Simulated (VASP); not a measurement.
# Zr (P-1) in VASP: notebook, part 2 of 2

VASP 6.6.1. The steps go on from the part before.

### 4 Band structure, PBE (atom 2 moved 0.06 Å)

The input, INCAR:

```
SYSTEM = Zr
PREC = Accurate
ENCUT = 520
EDIFF = 1E-7
ISMEAR = -1
SIGMA = 0.05
LREAL = .False.
LASPH = .True.
NELM = 100
ALGO = Fast
ISIF = 2
LWAVE = .False.
LCHARG = .False.
LMAXMIX = 4
GGA = PE
NBANDS = 19
```

The input, KPOINTS:

```
Automatic mesh
0
Gamma
  9 9 5
  0 0 0
```

The input, POSCAR:

```
Zr
1.0
    3.2319982200      0.0000000000      0.0000000000
   -1.6159991100      2.7989925700      0.0000000000
    0.0000000000      0.0000000000      5.1470000000
Zr
2
Direct
    0.3346542400      0.6741300100      0.2538998500
    0.6653457600      0.3258699900      0.7461001500
```

The input, KPOINTS_OPT:

```
path GMKGALHA,LM,KH
10
line-mode
reciprocal
 0.0000000000  0.0000000000  0.0000000000  G
 0.5000000000  0.0000000000  0.0000000000  M

 0.5000000000  0.0000000000  0.0000000000  M
 0.3333333333  0.3333333333  0.0000000000  K

 0.3333333333  0.3333333333  0.0000000000  K
 0.0000000000  0.0000000000  0.0000000000  G

 0.0000000000  0.0000000000  0.0000000000  G
 0.0000000000  0.0000000000  0.5000000000  A

 0.0000000000  0.0000000000  0.5000000000  A
 0.5000000000  0.0000000000  0.5000000000  L

 0.5000000000  0.0000000000  0.5000000000  L
 0.3333333333  0.3333333333  0.5000000000  H

 0.3333333333  0.3333333333  0.5000000000  H
 0.0000000000  0.0000000000  0.5000000000  A

 0.5000000000  0.0000000000  0.5000000000  L
 0.5000000000  0.0000000000  0.0000000000  M

 0.3333333333  0.3333333333  0.0000000000  K
 0.3333333333  0.3333333333  0.5000000000  H
```

Potentials or basis: VASP PAW PBE potentials, release 64 (Zr_sv).

Command:

```
$ cat potpaw_PBE.64/Zr_sv/POTCAR > POTCAR
$ mpirun -np 1 vasp_std > vasp.out
```

OUTCAR:

```text
SYSTEM = Zr
   PREC = Accurate
   ENCUT = 520
   EDIFF = 1E-7
   ISMEAR = -1
   LREAL = .False.
   LASPH = .True.
   NELM = 100
   ISIF = 2
   GGA = PE

 ion  position               nearest neighbor table
   1  0.335  0.674  0.254-   2 3.12   2 3.15   2 3.17   2 3.19   2 3.22   2 3.23
   2  0.665  0.326  0.746-   1 3.12   1 3.15   1 3.17   1 3.19   1 3.22   1 3.23

  LATTYP: Found a hexagonal cell.
 ALAT       =     3.2319982200
 C/A-ratio  =     1.5925132533

  Lattice vectors:

 A1 = (   3.2319982200,   0.0000000000,   0.0000000000)
 A2 = (  -1.6159991100,   2.7989925700,   0.0000000000)
 A3 = (   0.0000000000,   0.0000000000,   5.1470000000)

Analysis of symmetry for initial positions (statically):
=====================================================================
 Subroutine PRICEL returns:
 Original cell was already a primitive cell.

 Routine SETGRP: Setting up the symmetry group for a
 hexagonal supercell.

 Subroutine GETGRP returns: Found  2 space group operations
 (whereof  2 operations were pure point group operations)
 out of a pool of 24 trial point group operations.

The static configuration has the point symmetry S_2 .

Analysis of symmetry for dynamics (positions and initial velocities):
=====================================================================
 Subroutine PRICEL returns:
 Original cell was already a primitive cell.

 Routine SETGRP: Setting up the symmetry group for a
 hexagonal supercell.

 Subroutine GETGRP returns: Found  2 space group operations
 (whereof  2 operations were pure point group operations)
 out of a pool of 24 trial point group operations.

The dynamic configuration has the point symmetry S_2 .

 Subroutine INISYM returns: Found  2 space group operations
 (whereof  2 operations are pure point group operations),
[... 104 lines left out ...]
   POTIM  = 0.5000    time-step for ionic-motion
   TEBEG  =    0.0;   TEEND  =   0.0 temperature during run
   PSTRESS=    0.0 pullay stress
   NELECT =      24.0000    total number of electrons
   NUPDOWN=      -1.0000    fix difference up-down
   EMIN   =  10.00;   EMAX   =-10.00  energy-range for DOS
   EFERMI =   0.00;   METHOD = LEGACY
   ISMEAR =    -1;   SIGMA  =   0.05  broadening in eV -4-tet -1-fermi 0-gaus
   EFERMI_NEDOS =   21; number of points for ismear=-14 and -15
   IALGO  =     68    algorithm
   IMIX   =      4    mixing-type and parameters
     AMIX     =   0.40;   BMIX     =  1.00
     AMIX_MAG =   1.60;   BMIX_MAG =  1.00
  volume/ion in A,a.u.               =      23.28       157.11
  Fermi-wavevector in a.u.,A,eV,Ry     =   1.312612  2.480476 23.442147  1.722949
  Thomas-Fermi vector in A             =   2.442992
   LORBIT       =      0    0 simple, 1 ext, 2 COOP (PROOUT), +10 PAW based schemes
   GGA     = PE    functional components
   LHFCALC =     F    Hartree Fock is set to
   AEXX    =    0.0000 exact exchange contribution
   IVDW    =     0    specifies the selected vdW correction
   LEPSILON=     F    determine dielectric tensor
   LRPA    =     F    only Hartree local field effects (RPA)
 non-spin polarized calculation
 RMM-DIIS sequential band-by-band and
  energy-cutoff  :      520.00
  volume of cell :       46.56
 maximum number of plane-waves:      1284
   NGX = 13   NGY = 13   NGZ = 19

 number of electron      24.0000000 magnetization

 Free energy of the ion-electron system (eV)
  ---------------------------------------------------
  ext. energy  EPLUGINS =         0.00000000
  ---------------------------------------------------
  free energy    TOTEN  =       -17.04937070 eV

  energy without entropy =      -17.03380676  energy(sigma->0) =      -17.04158873

 E-fermi :   9.0050     XC(G=0): -11.0817

 val. band max:        8.9712806271   @ k =   0.0000  -0.1111   0.2000
 cond. band min:       9.0092145599   @ k =  -0.3333  -0.3333   0.4000
 fundamental gap:      0.0379339328
 Fermi energy:         9.0049685028

 k-point     1 :       0.0000    0.0000    0.0000
  band No.  band energies     occupation
      1     -39.8469      2.00000
      2     -39.6911      2.00000
      3     -18.3721      2.00000
      4     -17.5083      2.00000
      5     -17.4918      2.00000
      6     -17.3632      2.00000
[... 505 lines left out ...]
      6     -17.7146      2.00000
[... 11 lines left out ...]
     18      14.0649      0.00000
     19      14.2198      0.00000

 [... further k-points ...]
[... 5 lines left out ...]
  --------------------------------------------------------------------------------------
  -------------------------------------------------------------------------------------
  Total       -0.0318224      0.1492853      0.3403904      0.0307002      0.0038213     -0.0013564
  in kB       -1.0950062      5.1368939     11.7128028      1.0563901      0.1314908     -0.0466732
  external PRESSURE =       5.2515635 kB  Pullay stress =       0.0000000 kB

 VOLUME and BASIS-vectors are now :
 -----------------------------------------------------------------------------
  energy-cutoff  :      520.00
  volume of cell :       46.56
      direct lattice vectors                 reciprocal lattice vectors
     3.231998220  0.000000000  0.000000000     0.309406111  0.178635701  0.000000000
    -1.615999110  2.798992570  0.000000000     0.000000000  0.357271402  0.000000000
     0.000000000  0.000000000  5.147000000     0.000000000  0.000000000  0.194287935

 POSITION                                       TOTAL-FORCE (eV/Angst)
 -----------------------------------------------------------------------------------
     -0.00779      1.88688      1.30682         0.014448     -0.037392     -0.161111
      1.62379      0.91211      3.84018        -0.014448      0.037392      0.161111
 -----------------------------------------------------------------------------------
    total drift:                               -0.000000      0.000000     -0.000000

  FREE ENERGIE OF THE ION-ELECTRON SYSTEM (eV)
  ---------------------------------------------------
  free  energy   TOTEN  =       -17.0493707005 eV

  energy  without entropy=      -17.0338067630  energy(sigma->0) =      -17.04158873
```

OSZICAR:

```text
N       E                     dE             d eps       ncg     rms          rms(c)
DAV:   1     0.216952977229E+03    0.21695E+03   -0.13294E+04  7714   0.125E+03
DAV:   2    -0.168154582876E+01   -0.21863E+03   -0.21458E+03  8969   0.368E+02
DAV:   3    -0.173689493538E+02   -0.15687E+02   -0.15550E+02 13948   0.713E+01
[... 23 lines left out ...]
       N       E                     dE             ncg
DAV:   1    -0.256039603772E+04   -0.68945E+05     3428
DAV:   2    -0.225783473164E+05   -0.20018E+05     3998
DAV:   3    -0.240237010742E+05   -0.14454E+04     6057
DAV:   4    -0.240677192779E+05   -0.44018E+02     4089
DAV:   5    -0.240691912962E+05   -0.14720E+01     5121
DAV:   6    -0.240692023274E+05   -0.11031E-01     4135
DAV:   7    -0.240692025226E+05   -0.19524E-03     5294
DAV:   8    -0.240692025244E+05   -0.17601E-05     3655
DAV:   9    -0.240692025244E+05   -0.30912E-07     2791
```

stdout:

```text
POSCAR found type information on POSCAR Zr
 POSCAR found :  1 types and       2 ions
 scaLAPACK will be used
 LDA part: xc-table for (Slater+PW92), standard interpolation
[... 64 lines left out ...]
 num prob  num prob  num prob  num prob  num prob WARNING in EDDRMM: call to ZHEGV failed, returncode =   6  3     12
 num prob  num prob  num prob  num prob  num prob  num prob RMM:  22    -0.170493703175E+02   -0.24646E-06   -0.20047E-06  8938   0.592E-03    0.721E-03
 num prob  num prob  num prob  num prob  num prob  num prob  num prob  num prob  num prob  num prob  num prob  num prob  num prob  num prob WARNING in EDDRMM: call to ZHEGV failed, returncode =   6  3      4
 num prob  num prob  num prob  num prob  num prob  num prob WARNING in EDDRMM: call to ZHEGV failed, returncode =   8  4      6
 num prob WARNING in EDDRMM: call to ZHEGV failed, returncode =   6  3      8
WARNING in EDDRMM: ca
```

Wall time 4.7 min (1 thread of AMD EPYC 7R13 (Zen 3), shared host); peak memory 0.32 GiB.

What came out:

```
Free energy             : -17.0494 eV
Pressure                : 0.5 GPa
Largest force           : 0.166 eV/Å
Band gap along the path : none (metal or under the smearing width)
```

Forces on the atoms (eV/Å):
```
Zr   0.014 -0.037 -0.161
Zr  -0.014  0.037  0.161
```

Levels at the corners of the path, in eV from the Fermi level:
```tsv
point	band 10	band 11	band 12	band 13	band 14	band 15
Γ	-3.04	0.83	0.87	0.94	1.22	1.50
M	-2.53	-2.16	-0.22	0.52	0.80	1.46
M	-2.53	-2.16	-0.22	0.52	0.80	1.46
K	-1.37	-1.37	-1.14	0.20	0.31	1.79
K	-1.37	-1.37	-1.14	0.20	0.31	1.79
Γ	-3.04	0.83	0.87	0.94	1.22	1.50
Γ	-3.04	0.83	0.87	0.94	1.22	1.50
A	-3.95	-0.12	0.18	0.73	0.74	0.76
A	-3.95	-0.12	0.18	0.73	0.74	0.76
L	-2.85	-1.14	-1.00	1.60	1.62	2.10
L	-2.85	-1.14	-1.00	1.60	1.62	2.10
H	-1.45	-1.35	-1.22	-0.04	-0.04	1.92
H	-1.45	-1.35	-1.22	-0.04	-0.04	1.92
A	-3.95	-0.12	0.18	0.73	0.74	0.76
L	-2.85	-1.14	-1.00	1.60	1.62	2.10
M	-2.53	-2.16	-0.22	0.52	0.80	1.46
K	-1.37	-1.37	-1.14	0.20	0.31	1.79
H	-1.45	-1.35	-1.22	-0.04	-0.04	1.92
```

### 5 Band structure, PBEsol (atom 2 moved 0.06 Å)

Edit INCAR of step 4 so:

```diff
@@ -14,3 +14,3 @@
 LMAXMIX = 4
-GGA = PE
+GGA = PS
 NBANDS = 19
```

KPOINTS is that of step 4.

POSCAR is that of step 4.

KPOINTS_OPT is that of step 4.

Command:

```
$ cat potpaw_PBE.64/Zr_sv/POTCAR > POTCAR
$ mpirun -np 1 vasp_std > vasp.out
```

Run time: 5.9 min. Hardware: 1 thread of AMD EPYC 7R13 (Zen 3), shared host; peak memory 0.32 GiB.

It converged, with:

```yaml
Free_energy: -18.1553 eV
Pressure: -3.2 GPa
Largest_force: 0.151 eV/Å
Band_gap_along_the_path: none (metal or under the smearing width)
```

Forces in eV/Å, atoms in the order of the input:
```
Zr   0.013 -0.033 -0.147
Zr  -0.013  0.033  0.147
```

Stress tensor (GPa, compression positive):
```
-3.78  0.10  0.00
 0.10 -3.19  0.01
 0.00  0.01 -2.54
```

Levels at the corners of the path, in eV from the Fermi level:
```tsv
point	band 10	band 11	band 12	band 13	band 14	band 15
Γ	-3.05	0.82	0.87	0.94	1.23	1.50
M	-2.54	-2.16	-0.21	0.51	0.79	1.46
M	-2.54	-2.16	-0.21	0.51	0.79	1.46
K	-1.37	-1.36	-1.14	0.20	0.30	1.79
K	-1.37	-1.36	-1.14	0.20	0.30	1.79
Γ	-3.05	0.82	0.87	0.94	1.23	1.50
Γ	-3.05	0.82	0.87	0.94	1.23	1.50
A	-3.96	-0.11	0.19	0.72	0.74	0.76
A	-3.96	-0.11	0.19	0.72	0.74	0.76
L	-2.86	-1.14	-1.00	1.61	1.63	2.09
L	-2.86	-1.14	-1.00	1.61	1.63	2.09
H	-1.46	-1.35	-1.22	-0.03	-0.03	1.92
H	-1.46	-1.35	-1.22	-0.03	-0.03	1.92
A	-3.96	-0.11	0.19	0.72	0.74	0.76
L	-2.86	-1.14	-1.00	1.61	1.63	2.09
M	-2.54	-2.16	-0.21	0.51	0.79	1.46
K	-1.37	-1.36	-1.14	0.20	0.30	1.79
H	-1.46	-1.35	-1.22	-0.03	-0.03	1.92
```

Caveat: the PAW data sets were made with another functional, which shifts forces and pressure a little.

### 6 The runs side by side

```tsv
level	potentials or basis	k mesh	pressure (GPa)	largest force (eV/Å)
r2SCAN	VASP PAW PBE potentials, release 64 (Zr_sv)	7 × 7 × 4	1.1	0.13
LDA	VASP PAW LDA potentials, release 64 (Zr_sv)	9 × 9 × 5	-5.9	0.14
PBE	VASP PAW PBE potentials, release 64 (Zr_sv)	9 × 9 × 5	0.5	0.17
PBEsol	VASP PAW PBE potentials, release 64 (Zr_sv)	9 × 9 × 5	-3.2	0.15
```

Alike in all rows: task band structure; no spin polarisation; cell atom 2 moved 0.06 Å; cutoff (eV) 520; smearing fermi-dirac 0.05 eV.

Caveats: the PAW data sets were made with another functional, which shifts forces and pressure a little (some runs).

Absolute energies hang on the potentials; compare differences alone.
